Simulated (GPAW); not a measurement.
# Near-edge structure at the Ga K edge of GaN (P6_3mc), part 2 of 2

Aim: the dependence of the Ga K near-edge features of GaN (P6_3mc) on volume.

GPAW 26.7.0; X-ray absorption from dipole matrix elements to empty bands, plane-wave PAW revPBE.

So far. Step 10 (Spectrum with FCH, Ga atom 1): The scaled spectrum changes by 3 % r.m.s. The highest intensity below 24 eV stays at 8.2 eV.

The database entry behind the starting cell differs from later determinations by our own check (about 0.3 % short, ideal inner coordinate), so it need not match the best structure at ambient conditions.

**12. Spectrum with FCH, Ga atom 1**

Changed against the first core-hole run: volume scale from 1 to 1.06.

Contents of xas.py:

```python
import numpy as np
from ase import Atoms
from ase.parallel import parprint, paropen
from gpaw import GPAW, PW, FermiDirac, Mixer, MixerDif, setup_paths
from gpaw.test import gen
setup_paths.insert(0, '.')
gen('Ga', name='fch1s', xcname='revPBE', corehole=(1, 0, 1), write_xml=True)
from gpaw.mpi import world
world.barrier()

atoms = Atoms('Ga6N6',
    cell=[[0, -5.61594746, 0],
     [4.86355316, -2.80797373, 0],
     [-1.62118439, 2.80797373, 5.26731984]],
    scaled_positions=[[0.83333333, 0.5, 0.5],
     [0.16666667, 0.83333333, 0.5],
     [0.5, 0.16666667, 0.5],
     [0.66666667, 0, 0],
     [0, 0.33333333, 0],
     [0.33333333, 0.66666667, 0],
     [0.95833333, 0.625, 0.875],
     [0.29166667, 0.95833333, 0.875],
     [0.625, 0.29166667, 0.875],
     [0.79166667, 0.125, 0.375],
     [0.125, 0.45833333, 0.375],
     [0.45833333, 0.79166667, 0.375]],
    pbc=True)
atoms.calc = calc = GPAW(legacy_gpaw=True, mode=PW(500, force_complex_dtype=True), xc='revPBE', setups={0: 'fch1s'},
    kpts={'size': (4, 4, 4), 'gamma': True}, occupations=FermiDirac(0.02),
    charge=0, mixer=Mixer(0.1, 5, 50), maxiter=150,
    convergence={'density': 0.0001, 'eigenstates': 1e-6}, txt='scf.txt')
energy = atoms.get_potential_energy() + calc.get_reference_energy()
ef = calc.get_fermi_level()
out = dict(energy=energy, fermi=ef, forces=atoms.get_forces().tolist())
parprint(f'all-electron energy {energy:.4f} eV, Fermi level {ef:.4f} eV')
ev = np.array([[calc.get_eigenvalues(k, s) for k in range(len(calc.get_ibz_k_points()))] for s in range(calc.get_number_of_spins())])
out['homo'], out['lumo'], out['counts'] = ev[ev < ef].max(), ev[ev > ef].min(), sorted(set((ev < ef).sum((0, 2)).tolist()))
out['filled'] = (ev[:, 0] < ef).sum(1).tolist()

from ase.units import Ha
from gpaw.xas import dipole_matrix_elements
nb = int(calc.get_number_of_electrons() / 2) + 89
top, nb = nb, nb + 8 + nb // 12
nscf = calc.fixed_density(kpts={'size': (5, 5, 5), 'gamma': True}, nbands=nb,
    convergence={'bands': top, 'eigenstates': 5e-3}, maxiter=60, txt='nscf.txt')
cell = atoms.cell.array
ops = [cell.T @ U.T @ np.linalg.inv(cell.T) for U in nscf.wfs.kd.symmetry.op_scc]
filled = [24]  # bands filled in the ground state, by spin
E = np.arange(-6, 34, 0.1)
fwhm = np.interp(E, [4, 25], [1.82, 3.5])
Y, X, zero, highest = 0, 0, 1e9, 1e9
for spin in range(nscf.get_number_of_spins()):
    wfs = nscf.wfs
    mine = wfs.bd.get_slice()  # this rank's bands
    A = dipole_matrix_elements(wfs.setups[0])
    eps = np.zeros((wfs.kd.nibzkpts, nb))
    d = np.zeros((3, A.shape[1], wfs.kd.nibzkpts, nb), complex)
    for kpt in wfs.kpt_u:
        if kpt.s == spin and 0 in kpt.P_ani:
            eps[kpt.k, mine] = kpt.eps_n * Ha
            d[:, :, kpt.k, mine] = (kpt.weight * wfs.nspins / 2) ** 0.5 * np.inner(A, kpt.P_ani[0])
    world.sum(eps)
    world.sum(d)
    T = np.einsum('amkn,bmkn->abkn', d, d.conj()).real
    T = sum(np.einsum('ai,ijkn,bj->abkn', R, T, R) for R in ops) / len(ops)
    empty = np.ones_like(eps, bool) & (np.arange(nb) >= filled[spin])
    zero, highest = min(zero, eps[empty].min()), min(highest, eps[:, top - 1].min())
    lines = [(eps, T, empty)] if spin == 0 else lines + [(eps, T, empty)]
for eps, T, empty in lines:
    f = np.einsum('aakn->akn', T).reshape(3, -1)
    x = eps.ravel() - zero
    w = np.interp(x, E, fwhm) / 2.35482
    g = np.exp(-0.5 * ((E[:, None] - x) / w) ** 2) / (w * (2 * np.pi) ** 0.5)
    Y = Y + (f * empty.ravel()) @ g.T
    X = X + (f * ~empty.ravel()) @ g.T
out.update(E=E.round(2).tolist(), xas=Y.tolist(), xes=X.tolist(), zero=zero, valid=highest - zero, nk=len(eps), nb=nb)
for i in range(0, len(E), 10):
    parprint(f'{E[i]:7.2f}', *(f'{v:10.3e}' for v in Y[:, i]))
import json
with paropen('out.json', 'w') as f:
    json.dump(out, f)
```

Launch:

```console
$ OMP_NUM_THREADS=1 mpirun -n 4 gpaw python xas.py
```

The job ended after 2.5 min (4 MPI ranks of Intel Xeon Platinum 8259CL at 2.50GHz (Skylake/Cascade Lake), shared host; peak memory 0.48 GiB; 10 min of CPU time).

```
E (eV)  first run  this run
  -2.0       0.00      0.00
  -1.0       0.00      0.00
   0.0       0.00      0.00
   1.0       0.06      0.04
   2.0       0.38      0.28
   3.0       1.01      0.90
   4.0       1.27      1.30
   5.0       1.18      1.27
   6.0       1.35      1.45
   7.0       1.67      1.72
   8.0       2.08      2.10
   9.0       1.74      1.77
  10.0       1.17      1.18
  11.0       1.05      1.01
  12.0       0.98      0.87
  13.0       0.73      0.65
  14.0       0.57      0.55
  15.0       0.59      0.61
  16.0       0.72      0.76
  17.0       0.86      0.92
  18.0       0.97      1.01
  19.0       1.02      1.02
  20.0       0.98      0.94
  21.0       0.91      0.85
  22.0       0.84      0.78
  23.0       0.78      0.73
  24.0       0.76      0.72
  25.0       0.78      0.75
  26.0       0.82      0.78
  27.0       0.85      0.79
  28.0       0.83      0.77
```

The scaled spectrum changes by 6 % r.m.s. The highest intensity below 24 eV stays at 8.2 eV.

The photon energy of the zero moves by -0.26 eV.

**13. The volumes side by side**

```
volume  nearest distance (Å)  shift of the zero (eV)  maximum 1 (eV above own zero)  maximum 2 (eV above own zero)  maximum 3 (eV above own zero)
  0.94                 1.898                   +0.27                            3.6                            8.2                           19.8
  0.97                 1.918                   +0.13                            3.8                            8.2                           19.4
     1                 1.937                   +0.00                            3.8                            8.2                           19.0
  1.03                 1.956                   -0.13                            4.0                            8.2                           18.8
  1.06                 1.975                   -0.26                            4.2                            8.2                           18.6
```

The curves, each shifted by its zero's change so that they share one photon-energy axis, counted from the zero at V × 1:

```
E (eV)  V × 0.94  V × 0.97  V × 1  V × 1.03  V × 1.06
  -2.0      0.00      0.00   0.00      0.00      0.00
  -1.0      0.00      0.00   0.00      0.00      0.00
   0.0      0.00      0.00   0.00      0.01      0.01
   1.0      0.05      0.06   0.06      0.07      0.07
   2.0      0.36      0.37   0.38      0.40      0.41
   3.0      0.97      0.99   1.01      1.03      1.06
   4.0      1.23      1.25   1.27      1.29      1.30
   5.0      1.09      1.13   1.18      1.24      1.30
   6.0      1.21      1.28   1.35      1.43      1.50
   7.0      1.50      1.58   1.67      1.75      1.83
   8.0      1.99      2.04   2.08      2.10      2.10
   9.0      1.88      1.82   1.74      1.67      1.59
  10.0      1.27      1.21   1.17      1.14      1.10
  11.0      1.06      1.06   1.05      1.03      0.99
  12.0      1.10      1.04   0.98      0.90      0.81
  13.0      0.92      0.82   0.73      0.66      0.61
  14.0      0.67      0.61   0.57      0.56      0.56
  15.0      0.57      0.58   0.59      0.61      0.65
  16.0      0.65      0.68   0.72      0.76      0.81
  17.0      0.78      0.82   0.86      0.90      0.95
  18.0      0.88      0.92   0.97      1.00      1.02
  19.0      0.96      1.00   1.02      1.02      1.00
  20.0      1.00      1.00   0.98      0.95      0.91
  21.0      0.97      0.94   0.91      0.87      0.83
  22.0      0.92      0.88   0.84      0.80      0.77
  23.0      0.86      0.82   0.78      0.75      0.72
  24.0      0.81      0.78   0.76      0.74      0.73
  25.0      0.80      0.79   0.78      0.77      0.76
  26.0      0.84      0.84   0.82      0.81      0.79
  27.0      0.90      0.88   0.85      0.82      0.79
```

**14. Results**

* absorber and edge: Ga K, atom 1 of the ground-state input (counted from 1)
* surroundings: 1 N at 1.94 Å and 3 N at 1.95 Å (tetrahedral, site symmetry 3m)
* highest intensity below 24 eV: 8.2 eV above the zero, height 2.09

**Reading.** From V × 0.94 to V × 1.06 the nearest distance grows by 0.078 Å and the zero moves by -0.53 eV. Above their own zero, the maxima move from 3.6 to 4.2 eV, from 8.2 to 8.2 eV and from 19.8 to 18.6 eV. The one highest in energy moves most, in the direction that the rule ΔE·R² ≈ constant for scattering resonances gives. The Ga K edge of atom 1, with 1 N at 1.94 Å and 3 N at 1.95 Å (tetrahedral, site symmetry 3m), has its highest intensity of the first 24 eV at 8.2 eV above the zero, 2.1 times the mean level of the first 20 eV (Gaussian full width 1.82 eV up to 4 eV, rising linearly to 3.5 eV at 25 eV). At the Ga K edge of atom 1 polarisation matters most near 8.8 eV, where the curves differ by 1.2 on this scale. The script folds with a Gaussian, whereas the core hole's own line is a Lorentzian, so the onset is too steep and the first peak too high. The holes are only 5.5 Å apart, so the shape is probably not converged with cell size; no larger cell was run here. The structure is a published determination, not relaxed.

[Logs are printed without paths, hosts, clocks, repeated set-up lines and the standing remarks that a program may print on its own settings, such as how far it seeks lower states.]

[Hosts, paths, dates, database ids (printed as entryN), source tags and the programs' standing remarks are cut or masked in the printed files.]

[Lists of maxima count a maximum above −3 eV only where it reaches 4 % of the highest in the window and stands out from its surroundings by 2 % of it (1.5 % where it reaches 55 %); shoulders and weaker maxima are passed over, and of the rest the first, up to two pre-edge ones and the few strongest are named.]
